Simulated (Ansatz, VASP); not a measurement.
One calculation of Nb, two programs

Contents of INCAR:

```
SYSTEM = Nb
  ALGO = Normal
  EDIFF = 1E-7
  ENCUT = 520
  GGA = RE
  ISIF = 2
  ISMEAR = -1
  LASPH = .TRUE.
  LCHARG = .TRUE.
  LELF = .TRUE.
  LREAL = .FALSE.
  LVHAR = .TRUE.
  LWAVE = .FALSE.
  NBANDS = 12
  NELM = 60
  PREC = Accurate
  SIGMA = 0.1069
```

The input KPOINTS:

```
k-points
0
G
  8 8 8
  0 0 0
```

File POSCAR:

```
Nb
1.0
   -1.6220660000      1.6220660000      1.6220660000
    1.6220660000     -1.6220660000      1.6220660000
    1.6220660000      1.6220660000     -1.6220660000
Nb
1
Direct
    0.0000000000      0.0000000000      0.0000000000
```

Input for Ansatz:

```yaml
crystal:
  lattice:
    - [-1.622066, 1.622066, 1.622066]
    - [1.622066, -1.622066, 1.622066]
    - [1.622066, 1.622066, -1.622066]
  atoms:
    - { symbol: Nb, position: [0.0, 0.0, 0.0] }
  symmetry: { tolerance: 0.0003 }
kpoints:
  mp_grid: { grid: [8, 8, 8], shift: [0, 0, 0] }
magnetization:
  spin_polarized: false
scf:
  occupations: { method: fermi_dirac, width: 0.1069 }
hamiltonian:
  pseudopotentials: { kind: paw }
  xc: revpbe
basis:
  ecutwfc: 500
output:
  forces: true
  stress: true
  eigenvalues: true
```

The cell was built by a generator and needn't be a form met in nature.

Alike in both runs: task single point; functional revPBE; k mesh 8 × 8 × 8; occupations fermi-dirac, width 0.1069 eV; no spin polarisation.

```csv
,VASP,Ansatz
version,VASP 6.6.1,Ansatz 0.2.0
potentials or method,"VASP PAW PBE potentials, release 64 (Nb_sv)",PAW plane waves
plane-wave cutoff (eV),520,500
valence electrons in the cell,13,13
```

VASP gave:

* gap on the k mesh at the Fermi level (eV): none
* pressure (GPa): 14.3

Problem. Estimate Ansatz's values.

Solution. gap on the k mesh at the Fermi level (eV): none; pressure (GPa): 14.7.

A gap of «none» marks a metal or a gap that the smearing closes.

Caveats: the PAW data sets were made with another functional, which shifts forces and pressure a little (VASP).
